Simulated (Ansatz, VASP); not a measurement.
## Ga in VASP and in Ansatz

File INCAR:

```
ALGO     = Normal         # electronic algorithm
EDIFF    = 1E-7           # SCF threshold, eV
ENCUT    = 520            # plane-wave cutoff, eV
GGA      = PE             # functional
ISIF     = 2              # what is computed and relaxed
ISMEAR   = -1             # smearing method
LASPH    = T              # aspherical terms in the spheres
LCHARG   = F              # write CHGCAR
LREAL    = F              # projectors in reciprocal space
LWAVE    = F              # write WAVECAR
NBANDS   = 20             # bands
NELM     = 100            # most SCF steps
PREC     = Accurate       # precision mode
SIGMA    = 0.05           # smearing width, eV
```

KPOINTS

```
k-points
0
Gamma
  10 10 8
```

File POSCAR:

```
Ga
1.0
    1.4402681631     -4.0377172988      0.0000000000
    1.4402681631      4.0377172988      0.0000000000
    0.0000000000      0.0000000000      3.1487241912
Ga
2
Direct
    0.1330000000      0.8670000000      0.7500000000
    0.8670000000      0.1330000000      0.2500000000
```

Contents of input.yaml:

```yaml
crystal:
  lattice:
    - [1.4402681631, -4.0377172988, 0.0]
    - [1.4402681631, 4.0377172988, 0.0]
    - [0.0, 0.0, 3.1487241912]
  atoms:
    - { symbol: Ga, position: [0.133, 0.867, 0.75] }
    - { symbol: Ga, position: [0.867, 0.133, 0.25] }
hamiltonian:
  xc: pbe
  pseudopotentials: { kind: paw }
kpoints:
  mp_grid: { grid: [10, 10, 8] }
scf:
  occupations: { method: fermi_dirac, width: 0.05 }
output:
  forces: true
  stress: true
  eigenvalues: true
```

Change from the starting cell: volume scaled by 0.98.

Alike in both runs: task single point; functional PBE; k mesh 10 × 10 × 8; occupations fermi-dirac, width 0.05 eV; no spin polarisation.

|  | VASP | Ansatz |
| --- | --- | --- |
| version | VASP 6.6.1 | Ansatz 0.2.0 |
| potentials or method | VASP PAW PBE potentials, release 64 (Ga_d) | Ansatz PAW |
| plane-wave cutoff (eV) | 520 | 420 |
| valence electrons in the cell | 26 | 26 |

Ansatz gave:

```
gap on the k mesh at the Fermi level (eV)       : none
pressure (GPa)                                  : 2.6
largest component of the traceless stress (GPa) : 2.06
rms of the force components (eV/Å)              : 0.127
```

What did VASP give for the same quantities?

gap on the k mesh at the Fermi level (eV): none; pressure (GPa): 2.8; largest component of the traceless stress (GPa): 2.08; rms of the force components (eV/Å): 0.128.

Atom by atom the forces differ by 0.001 eV/Å (rms over components). A gap of «none» marks a metal or a gap that the smearing closes.
